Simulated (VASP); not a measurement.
# TiO₂: restarted molecular dynamics, 2 variants

TiO₂, P4_2/mnm (no. 136), 12 atoms in the cell. PBE, molecular dynamics; PAW potentials Ti, O (PBE set).

| Restart from | Temperature at the end (K) | The same without a restart (K) | Potential energy at the end (eV/atom) | The same without a restart (eV/atom) | Electronic steps in the first step after the restart | Time (s) |
|---|---|---|---|---|---|---|
| CONTCAR with velocities, WAVECAR read | 785.0 | 785.0 | -8.71983 | -8.71984 | 5 | 168 |
| CONTCAR with velocities, no WAVECAR | 785.0 | 785.0 | -8.71984 | -8.71984 | 19 | 168 |

Limits: 60 fs of 12 atoms are too short for converged averages; the cell is only 4.6 Å across, so each atom moves in step with near copies of itself.

## Input of the first row

INCAR.step1:
```
GGA = PE ; PREC = Normal
ENCUT = 400 ; EDIFF = 1E-6
NELMIN = 4 ; NELM = 60
ALGO = Normal ; LREAL = Auto
LASPH = T ; ISMEAR = 0
SIGMA = 0.05 ; ISYM = 0
LWAVE = T ; LCHARG = F
IBRION = 0 ; NSW = 30
POTIM = 1.0 ; TEBEG = 1000
ISIF = 2 ; RANDOM_SEED = 622209 0 0
MDALGO = 4 ; NHC_NCHAINS = 3
NHC_PERIOD = 30 ; KPAR = 2
```

INCAR.step2, as INCAR.step1 but for:
```
- LWAVE = T
+ LWAVE = F
```

KPOINTS:
```
k-points
0
Monkhorst-Pack
  2 2 2
```

POSCAR.step1:
```
TiO2
1.0
    4.5998373239      0.0000000000      0.0000000000
    0.0000000000      4.5998373239      0.0000000000
    0.0000000000      0.0000000000      5.9184271200
Ti O
4 8
Direct
    0.0000000000      0.0000000000      0.2500000000
    0.0000000000      0.0000000000      0.7500000000
    0.5000000000      0.5000000000      0.0000000000
    0.5000000000      0.5000000000      0.5000000000
    0.3043213200      0.3043213200      0.2500000000
    0.3043213200      0.3043213200      0.7500000000
    0.1956786800      0.8043213200      0.0000000000
    0.1956786800      0.8043213200      0.5000000000
    0.8043213200      0.1956786800      0.0000000000
    0.8043213200      0.1956786800      0.5000000000
    0.6956786800      0.6956786800      0.2500000000
    0.6956786800      0.6956786800      0.7500000000
```

Commands (each step's output is kept before the next begins):
```
cat potpaw_PBE.64/Ti/POTCAR potpaw_PBE.64/O/POTCAR > POTCAR
cp INCAR.step1 INCAR
cp POSCAR.step1 POSCAR
mpirun -np 2 vasp_std > vasp.out
cp CONTCAR POSCAR
cp INCAR.step2 INCAR
mpirun -np 2 vasp_std > vasp.out
```

Changes of the last row against the first:
```
(step 1)
- LWAVE = True
+ LWAVE = False
```

VASP 6.6.1 took 168 s on 2 cores (AMD EPYC 9R45 (Zen 5)), a shared host.
